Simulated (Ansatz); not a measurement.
Crystal: Pd.

```
CELL_PARAMETERS angstrom
2.78367 0.00000 0.00000
-1.39183 2.41072 0.00000
0.00000 0.00000 4.62889
ATOMIC_POSITIONS crystal
Pd 0.33333 0.66667 0.25000
Pd 0.66667 0.33333 0.75000
```

This isn't the form of Pd at room conditions, which is fcc.

- Program: Ansatz 0.2.0
- Task: relaxation of cell and atoms
- Functional: PBE
- Dispersion: D4
- Potentials or basis: Ansatz PAW
- Cutoff: 420 eV (not typed: the program's choice for these potentials)
- k mesh: 11 × 11 × 6
- Occupations: fermi-dirac, width 0.05 eV
- Spin: no spin polarisation

At the start: volume 15.53 Å³/atom.

**Question.** Where does the relaxation end?

**Answer.** It ends after 7 steps and the volume is 14.98 Å³/atom (-3.5 %); space group P6_3/mmc (No. 194, to 0.05 Å).

The path:
```tsv
step	energy change (eV)	largest force (eV/Å)	volume (Å³)
1	0.0000	0.0000	31.06
2	-0.0011	0.0000	28.95
3	-0.0216	0.0000	30.05
4	-0.0218	0.0000	29.96
5	-0.0218	0.0000	29.96
6	-0.0218	0.0000	29.96
7	-0.0213	0.0000	29.96
```

Final structure:
```
Pd
1.0
     2.74776    0.00000    0.00000
    -1.37388    2.37963    0.00000
     0.00000    0.00000    4.58213
Pd
2
Direct
  0.33333 0.66667 0.25000
  0.66667 0.33333 0.75000
```

Caveat: the plane-wave basis is chosen anew once the cell has moved, so the energies of steps on either side of that aren't comparable; pairwise dispersion overbinds metals, which lowers pressure and volume.
